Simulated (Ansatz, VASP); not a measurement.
# H6Os in VASP and in Ansatz

```xyz
7
Lattice="3.8381 0.0000 0.0000 0.0000 3.8381 0.0000 0.0000 0.0000 2.5621" Properties=species:S:1:pos:R:3 pbc="T T T"
H     1.2273    1.2273    1.2811
H     2.6108    2.6108    1.2811
H     2.6108    1.2273    1.2811
H     1.2273    2.6108    1.2811
H     0.0000    1.9191    0.0000
H     1.9191    0.0000    0.0000
Os    0.0000    0.0000    1.2811
```

Alike in both runs: task relaxation of cell and atoms; functional PBE; k mesh 10 × 10 × 14; occupations gaussian, width 0.1 eV; no spin polarisation.

|  | VASP | Ansatz |
| --- | --- | --- |
| version | VASP 6.6.1 | Ansatz 0.2.0 |
| potentials or method | VASP PAW PBE potentials, release 64 (H, Os) | scalar-relativistic, plane waves, PAW |
| plane-wave cutoff (eV) | 600 | 420 |
| valence electrons in the cell | 14 | 22 |

Ansatz gave:

| Quantity | Value |
| --- | --- |
| gap on the k mesh at the Fermi level, each at its own relaxed structure (eV) | none |
| relaxed volume (Å³/atom) | 5.34 |
| relaxed cell length with the largest relative difference (Å) | 2.571 |
| energy change over the relaxation (meV/atom) | -1 |

Q: Which values does VASP return?

A: gap on the k mesh at the Fermi level, each at its own relaxed structure (eV): none; relaxed volume (Å³/atom): 5.34; relaxed cell length with the largest relative difference (Å): 2.569; energy change over the relaxation (meV/atom): -1.

A gap of «none» marks a metal or a gap that the smearing closes. The two sets of potentials don't hold the same shells in valence.

Spin-orbit coupling is left out, which matters for the levels of Os.
